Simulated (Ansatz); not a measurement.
Putting H into Sn

Level of theory: Ansatz 0.2.0, DFT r2SCAN, scalar-relativistic, plane waves, PAW.

Plane waves to 500 eV, a k mesh through Γ of 10×10×10 on the computed 2-atom cell and Gaussian smearing (0.10 eV); no spin polarisation for the host; each changed cell takes a mesh and smearing chosen by its own gap and starts from the host's moments or customary ones, or runs without spin. Cells and atoms are relaxed to the nearest stationary point that keeps the symmetry of their start (forces under 0.02 to 0.04 eV/Å, stress under 0.1 to 0.2 GPa); energies are at zero smearing, without zero-point or thermal terms.

Relaxed host (gap on the mesh 0 eV):

```xyz
2
Lattice="0.0000 3.2832 3.2832 3.2832 0.0000 3.2832 3.2832 3.2832 0.0000" Properties=species:S:1:pos:R:3 pbc="T T T"
Sn    0.0000    0.0000    0.0000
Sn    1.6416    1.6416    1.6416
```

Cases: (1) 2 H in a 1×1×1 repeat of the cell, at (0.500 0.500 0.500), (0.750 0.750 0.750) in fractions of that repeat, 2.84 Å from the nearest atom of the relaxed host; (2) 4 H in a 1×1×1 repeat of the cell, at (0.625 0.625 0.125), (0.625 0.125 0.625), (0.625 0.625 0.625), (0.125 0.625 0.625) in fractions of that repeat, 2.72 Å from the nearest atom of the relaxed host.

The table gives the energy per H taken from half an H2 molecule (negative: uptake is favourable), the swelling and the final surroundings.

```csv
case,formula,energy per H (eV),ΔV (%),principal strains (%),nearest host atoms of the first H,gap (eV)
1,SnH,1.86,-4.5,-1.5 -1.5 -1.5,4 (Sn) from 2.80 Å,0
2,SnH2,1.72,+0.8,+0.3 +0.3 +0.3,6 (Sn) from 2.73 Å,0
```

Each ion keeps what symmetry its start has, so a lower place off a symmetric site can be missed, above all for H.

Relaxed structure of case 2, the lowest per ion:

Space group Fd-3m:1 (No. 227). a = 6.584 Å, b = 6.584 Å, c = 6.584 Å, α = 90.00°, β = 90.00°, γ = 90.00°
| atom | site | symmetry | x | y | z |
| --- | --- | --- | --- | --- | --- |
| Sn | 8b | -43m | 0.0000 | 0.0000 | 0.5000 |
| H | 16c | .-3m | 0.8750 | 0.8750 | 0.1250 |

Cost: 3 runs of about 1.5 core-minutes in all, on Arm Neoverse V2 (shared hosts).